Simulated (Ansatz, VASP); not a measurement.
# Cross-check of SiO2 between VASP and Ansatz, part 2 of 2

One calculation is typed for both programs; each brings its own data sets. How far apart do they land? The cell is taken from a series of runs on this material, whose earlier steps may have relaxed, scaled, displaced or heated it; both programs get it as it stands.

VASP 6.6.1 and Ansatz 0.2.0.

So far. Step 2 (VASP: single point, HSE06): The run ends at a pressure of 4.83 GPa, with forces up to 0.048 eV/Å.

## 3. Ansatz: single point, HSE06

Level of this step: Ansatz beside VASP: Kohn-Sham DFT, plane waves, HSE06 (Ansatz).

Ansatz runs on its PAW soft_1 files.

The same cell, functional and mesh now go to Ansatz, which takes its cutoff from its data sets.

The input, input.yaml:

```yaml
crystal:
  lattice:
    - [4.735584, 0.0, 0.0]
    - [0.0, 4.735584, 0.0]
    - [0.0, 0.0, 6.4645]
  atoms:
    - { symbol: Si, position: [0.8260209803, 0.8260209803, 0.5] }
    - { symbol: Si, position: [0.6739790197, 0.3260209803, 0.25] }
    - { symbol: Si, position: [0.1739790197, 0.1739790197, 0.0] }
    - { symbol: Si, position: [0.3260209803, 0.6739790197, 0.75] }
    - { symbol: O, position: [0.2722005854, 0.3447577913, 0.7966656359] }
    - { symbol: O, position: [0.1552422087, 0.7722005854, 0.5466656359] }
    - { symbol: O, position: [0.7277994146, 0.6552422087, 0.2966656359] }
    - { symbol: O, position: [0.8447577913, 0.2277994146, 0.0466656359] }
    - { symbol: O, position: [0.7722005854, 0.1552422087, 0.4533343641] }
    - { symbol: O, position: [0.6552422087, 0.7277994146, 0.7033343641] }
    - { symbol: O, position: [0.2277994146, 0.8447577913, 0.9533343641] }
    - { symbol: O, position: [0.3447577913, 0.2722005854, 0.2033343641] }
kpoints:
  mp_grid: { grid: [4, 4, 2] }
  band_path:
    path:
      - [0.0, 0.0, 0.0]
      - [0.0, 0.5, 0.0]
      - [0.5, 0.5, 0.0]
      - [0.0, 0.0, 0.5]
      - [0.0, 0.5, 0.5]
      - [0.5, 0.5, 0.5]
    npoints: 1
hamiltonian:
  xc: hse06
  pseudopotentials: { kind: paw, azcp: { folder: soft_1 } }
scf:
  occupations: { method: fixed }
  n_extra_bands: 8
output:
  eigenvalues: true
```

On the command line:

```sh
ansatz run input.yaml --threads 4 --pin off --max-ram 138240MiB --backend cuda --events-out ev --progress --plain --runs-dir out --devices 1 --max-vram 26GiB
```

Numbers of over 12 decimals in the logs are rounded to 6 here.

Log:

```text
scf.n_extra_bands = 8 over 32 filled bands (N_el = 64.0): the run solves 40 bands
GPUs: using 1 of 1 available (devices: 1).
Engine: ansatz 0.2.0, x86_64-unknown-linux-gnu
Pseudopotentials: kind: paw
Pseudopotential: Si, paw, valence charge 4, recommended cutoff 420 eV (normal), soft_1/Si.paw.azcp
Pseudopotential: O, paw, valence charge 6, recommended cutoff 420 eV (normal), soft_1/O.paw.azcp
Functional definition: HSE06
  parameter a = 0.25
  parameter omega = 0.11/bohr
  exchange = pbe_x - a*pbe_x_sr(omega) + a*exact_x_sr(omega)
  correlation = pbe_c
davidson cushion auto → on  (no smearing: the cushion is to keep the highest requested band from converging to the state above it; pin scf.eigensolver.cushion to override)
device memory: the entry about to start is reckoned to put 2.4 GiB on a device that reports 38.3 GiB free (of which the cap on the GPU budget leaves the run 26.0 GiB)
GPU FFT provider: cuFFT
GPU libraries: cuBLAS 13.8.2, cuFFT 12.4.0, cuSOLVER 12.3.4
Crystal: 12 atoms, lattice volume = 144.971 Å³
Basis set: ecut = 420 eV, 2805 PW (Γ)
Bands: 40, of which v1, the nominal top of the filled ones, is band 32 counted from 1 (31 counted from 0)
Symmetry: 8 space group operations
Space group: P43212 (ITA 96), of the structure as read, at distance tolerance 5.3e-5 Å
k-points: 12 of 32
Non-local potential: Si, projectors of the file, l = 0: 2, l = 1: 2, l = 2: 1
Non-local potential: O, projectors of the file, l = 0: 2, l = 1: 2, l = 2: 1
PAW form: soft (Blöchl's): semilocal exchange-correlation on the pseudo side does not see the compensation charge
PAW frozen core: Si, regenerated for the run's functional, and the local potential with it (the file was generated under x = pbe(κ = 0.804, μ = 0.219515), c = pbe(β = 0.066725))
PAW frozen core: O, regenerated for the run's functional, and the local potential with it (the file was generated under x = pbe(κ = 0.804, μ = 0.219515), c = pbe(β = 0.066725))
PAW one-centre angular grid: Si, 110 points (default); XC on 64 Gauss nodes
PAW one-centre angular grid: O, 110 points (default); XC on 96 Gauss nodes
Initial density: superposition of atomic densities (chi_scale 0.1, normalization cell, long waves kept (reshape's long-wave potential 0.01 eV rms))
Initial wavefunctions: pseudopotential atomic-orbital guess
GPU buffer pool allocated for 46080 grid points (all kernels)
GPU transforms: local potential and band sums: pruned to the plane-wave sphere, on 32×32×45
Functional: x = pbe(κ = 0.804, μ = 0.219515), c = pbe(β = 0.066725), warm-up for x = pbe(κ = 0.804, μ = 0.219515) + 0.25 (exact − pbe) at short range (hse, ω = 0.207870 Å⁻¹), c = pbe(β = 0.066725); HSE06 as pw.x's `hse` composes it (authors' and Libxc's form: `xc: wpbeh`)
SCF iter   1: F=—  HF=-7102.300877 eV  |F-HF|=—  |Δ(HF+E_count)|=         —  Δρ=1.37e-1  dr2=2.39e1  ethr=1.00e-1  ⟨swp⟩=4.4  Hψ=1763  notcnv=0
preconditioner: auto → none  [insulator: Δε(μ)=7.348 eV  Ē_g=17.664 eV  n_scr=36 (ndim 8)  ℏωp=24.7 eV  f_vac=0.013]
SCF iter   2: F=—  HF=-7096.441777 eV  |F-HF|=—  |Δ(HF+E_count)|=    5.86e0  Δρ=6.82e-2  dr2=2.81e0  ethr=3.74e-2  ⟨swp⟩=3.7  Hψ=1455  notcnv=0  defer=6
SCF iter   3: F=—  HF=-7095.764832 eV  |F-HF|=—  |Δ(HF+E_count)|=   6.77e-1  Δρ=2.24e-2  dr2=3.04e-1  ethr=4.38e-3  ⟨swp⟩=3.0  Hψ=1343  notcnv=0
iter 4 solved again at ethr=1.68e-5 eV; its pass at ethr=4.74e-4 eV (dr2=1.08e-2 eV) is discarded
SCF iter   4: F=—  HF=-7095.818442 eV  |F-HF|=—  |Δ(HF+E_count)|=   5.36e-2  Δρ=2.89e-3  dr2=1.25e-2  ethr=1.68e-5  ⟨swp⟩=4.7  Hψ=2684  notcnv=0
SCF iter   5: F=-7095.814134 eV  HF=-7095.814455 eV  |F-HF|=3.21e-4  |Δ(HF+E_count)|=   3.99e-3  Δρ=7.33e-4  dr2=6.77e-4  ethr=1.68e-5  ⟨swp⟩=3.1  Hψ=1208  notcnv=0
SCF 1 stopped early in 5 iterations: F = -7095.814134 eV  dr2 = 6.77e-4
  greatest PAW one-centre occupation: 0.863 electrons in one spin orbital (limit 2), on the O atom at site 11 (counted from 0), in its partial waves of l = 0
device memory: the entry about to start is reckoned to put 2.8 GiB on a device that reports 38.4 GiB free (of which the cap on the GPU budget leaves the run 26.0 GiB)
GPU FFT provider: cuFFT
GPU libraries: cuBLAS 13.8.2, cuFFT 12.4.0, cuSOLVER 12.3.4
Initial density: handed on by an earlier stage of this run
Initial wavefunctions: those handed on with the density
GPU buffer pool allocated for 46080 grid points (all kernels)
GPU transforms: local potential and band sums: pruned to the plane-wave sphere, on 32×32×45
Functional: x = pbe(κ = 0.804, μ = 0.219515) + 0.25 (exact − pbe) at short range (hse, ω = 0.207870 Å⁻¹), c = pbe(β = 0.066725); HSE06 as pw.x's `hse` composes it (authors' and Libxc's form: `xc: wpbeh`)
Exchange kernel: α = 0.2500, screened, ω = 0.2079 Å⁻¹, Wigner–Seitz truncation, v(0) = 1029.0019 eV·Å³, q-mesh 4×4×2, nearest image of the exchange supercell L = 12.93 Å, pair-density grid 24×24×32, without the augmentation charges, whose exchange is taken in its separable form by FFT convolution over the k-point mesh (sized by the pseudopotential files, 32×32×45 at the most), smooth part of the exact exchange by density-matrix convolution in up to 2.20 GiB of GPU memory as planned if the GPU has room (build and FFT work areas not counted)
Frozen-core exchange: fock
SCF iter   1: F=—  HF=-7097.314525 eV  |F-HF|=—  |Δ(HF+E_count)|=         —  Δρ=7.25e-3  dr2=5.97e-2  ethr=1.06e-5  ⟨swp⟩=7.8  Hψ=2573  notcnv=0
preconditioner: auto → none  [insulator: Δε(μ)=7.881 eV  Ē_g=19.015 eV  n_scr=36 (ndim 8)  ℏωp=24.7 eV  f_vac=0.096]
SCF iter   2: F=—  HF=-7097.294458 eV  |F-HF|=—  |Δ(HF+E_count)|=   2.01e-2  Δρ=2.06e-3  dr2=6.87e-3  ethr=1.06e-5  ⟨swp⟩=3.9  Hψ=1564  notcnv=0
SCF iter   3: F=—  HF=-7097.312307 eV  |F-HF|=—  |Δ(HF+E_count)|=   1.78e-2  Δρ=7.77e-4  dr2=8.19e-4  ethr=7.84e-6  ⟨swp⟩=4.0  Hψ=1577  notcnv=0
SCF iter   4: F=—  HF=-7097.312100 eV  |F-HF|=—  |Δ(HF+E_count)|=   2.07e-4  Δρ=1.43e-4  dr2=3.81e-5  ethr=1.17e-6  ⟨swp⟩=3.1  Hψ=1346  notcnv=0
SCF iter   5: F=-7097.312309 eV  HF=-7097.312314 eV  |F-HF|=4.84e-6  |Δ(HF+E_count)|=   2.13e-4  Δρ=8.25e-5  dr2=7.07e-6  ethr=3.49e-8  ⟨swp⟩=5.5  Hψ=1905  notcnv=0
SCF 2 stopped early in 5 iterations: F = -7097.312309 eV  dr2 = 7.07e-6
  greatest PAW one-centre occupation: 0.867 electrons in one spin orbital (limit 2), on the O atom at site 11 (counted from 0), in its partial waves of l = 0
hybrid outer 1: dexx = +2.256e-2 eV, tail = 5.15e-5 eV
GPU FFT provider: cuFFT
GPU libraries: cuBLAS 13.8.2, cuFFT 12.4.0, cuSOLVER 12.3.4
GPU buffer pool allocated for 46080 grid points (all kernels)
GPU transforms: local potential and band sums: pruned to the plane-wave sphere, on 32×32×45
Exchange kernel: α = 0.2500, screened, ω = 0.2079 Å⁻¹, Wigner–Seitz truncation, v(0) = 1029.0019 eV·Å³, q-mesh 4×4×2, nearest image of the exchange supercell L = 12.93 Å, pair-density grid 24×24×32, without the augmentation charges, whose exchange is taken in its separable form by FFT convolution over the k-point mesh (sized by the pseudopotential files, 32×32×45 at the most), smooth part of the exact exchange by density-matrix convolution in up to 2.20 GiB of GPU memory as planned if the GPU has room (build and FFT work areas not counted)
Frozen-core exchange: fock
SCF iter   1: F=—  HF=-7097.312529 eV  |F-HF|=—  |Δ(HF+E_count)|=         —  Δρ=4.76e-5  dr2=1.22e-6  ethr=4.03e-7  ⟨swp⟩=3.9  Hψ=1151  notcnv=0
preconditioner: auto → none  [insulator: Δε(μ)=7.885 eV  Ē_g=19.002 eV  n_scr=36 (ndim 8)  ℏωp=24.7 eV  f_vac=0.106]
SCF iter   2: F=—  HF=-7097.312530 eV  |F-HF|=—  |Δ(HF+E_count)|=   1.36e-6  Δρ=2.01e-5  dr2=3.57e-7  ethr=1.54e-9  ⟨swp⟩=5.2  Hψ=1975  notcnv=0  defer=4
SCF iter   3: F=-7097.312530 eV  HF=-7097.312530 eV  |F-HF|=3.11e-8  |Δ(HF+E_count)|=   4.91e-7  Δρ=6.76e-6  dr2=4.88e-8  ethr=4.71e-10  ⟨swp⟩=5.4  Hψ=1415  notcnv=0  defer=61
SCF 3 converged in 3 iterations: F = -7097.312530 eV  dr2 = 4.88e-8
  greatest PAW one-centre occupation: 0.867 electrons in one spin orbital (limit 2), on the O atom at site 8 (counted from 0), in its partial waves of l = 0
hybrid outer 2: dexx = +5.843e-7 eV, tail = 1.11e-7 eV, Δε = 1.90e-3 eV (about 1.18e-4 eV left of the loop's levels)
device memory: the entry about to start is reckoned to put 0.7 GiB on a device that reports 38.2 GiB free (of which the cap on the GPU budget leaves the run 26.0 GiB)
NSCF: frozen V_eff on 6 k-points
hybrid SCF converged: 2 outer / 8 inner (+5 warm-up), last move |dexx| = 5.84e-7 eV, tail = 1.11e-7 eV
Stability not checked: this state was not tested for a lower state beside it, because the functional holds exact exchange (a hybrid, or Hartree-Fock), whose exchange loop this test does not read (fock_operator; see scf.lower_state_search)
Free energy (F): -7097.312530 eV
Frozen-core exchange: fock
Harris-Foulkes:  -7097.312530 eV  (|F-HF|=3.11e-8)
Internal energy: -7097.312530 eV  (E = F + TS)
E sigma→0 (E₀):  -7097.312530 eV
Fermi energy:    1.601889 eV
--- Per-component energies (eV) ---
  E_band       = -370.734091
  E_kinetic    = 1571.326127
  E_local      = -3815.604345  (includes V_loc(G=0)·N_el)
  E_nonlocal   = 497.170789
  E_hartree    = 1399.042089
  E_xc         = -649.490781
  E_vxc        = -745.215627  (∫ρ·V_xc dr)
  E_exx        = -184.782097  (= α·E_x^exact, valence–valence)
  E_paw        = -3333.060621  (= ΣΔE_a)
  E_vpaw       = -306.923675  (= ΣTr[D̂ρ^β])
  E_aug_tail   = 0.006621  (compensation charges beyond the density's cutoff)
  E_ewald      = -2581.470567
  E_core_change = -0.449744  (= ΣΔE_core)
  E_smearing   = -0.000000  (= −TS)
  E_closure    = -0.000000  (closes the sum)
  Σ components = -7097.312530   (vs F -7097.312530, Δ=9.09e-13)
--- Band table (eV; the first three rows and the last of 12) ---
  k-point 0: bands = [... 28 lower, 0.7152, 0.9977, 0.9977, 1.6019, 9.4870, 12.5517, 12.5517, 13.1166, ... 4 higher]
  k-point 1: bands = [... 28 lower, 0.7871, 0.7871, 1.1918, 1.1918, 11.0193, 11.0193, 12.8300, 12.8300, ... 4 higher]
  k-point 2: bands = [... 28 lower, 0.5932, 0.9288, 0.9439, 1.4188, 10.2514, 12.6569, 12.7324, 13.1021, ... 4 higher]
  k-point 11: bands = [... 28 lower, 1.1108, 1.1108, 1.1108, 1.1108, 12.9791, 12.9791, 12.9791, 12.9791, ... 4 higher]
```

The column dr2 measures how far the density is from self-consistency, as an energy; F and HF (Harris–Foulkes) agree once it is small.

## 4. Comparison

Known differences besides the potentials themselves: exact exchange at q = 0 is treated differently, which shows on coarse meshes; VASP keeps PBE cores, Ansatz makes them for the functional; fixed occupations in Ansatz, narrow Gaussian smearing in VASP; the cutoff is 420 eV in Ansatz and 520 eV in VASP; VASP takes a coarser grid for exact exchange (PRECFOCK = Fast). Total energies have different zeros and are not compared.

Compared:

```
              quantity  Ansatz   VASP  difference
gap on the k mesh (eV)   7.885  7.885      +0.001
```

A gap on the mesh is an upper bound, since the band edges may lie between its points.

## 5. Outcome

| Quantity | Value |
| --- | --- |
| difference in gap on the k mesh (single point, HSE06) | 5.2e-4 eV |

In words: The difference in gap on the k mesh is 5.2e-4 eV (single point, HSE06), within the 0.08 eV picked in this series as the mark of a large difference. How closely two codes agree says nothing of how well the functional describes the real material.

[Lines on the potential files, build, host, timing and source positions are cut from VASP's logs without a mark.]

[Logs are printed without paths, hosts, clocks, repeated set-up lines and the standing remarks that a program may print on its own settings, such as how far it seeks lower states.]

[Hosts, paths, dates, database ids (printed as entryN), source tags and the programs' standing remarks are cut or masked in the printed files.]
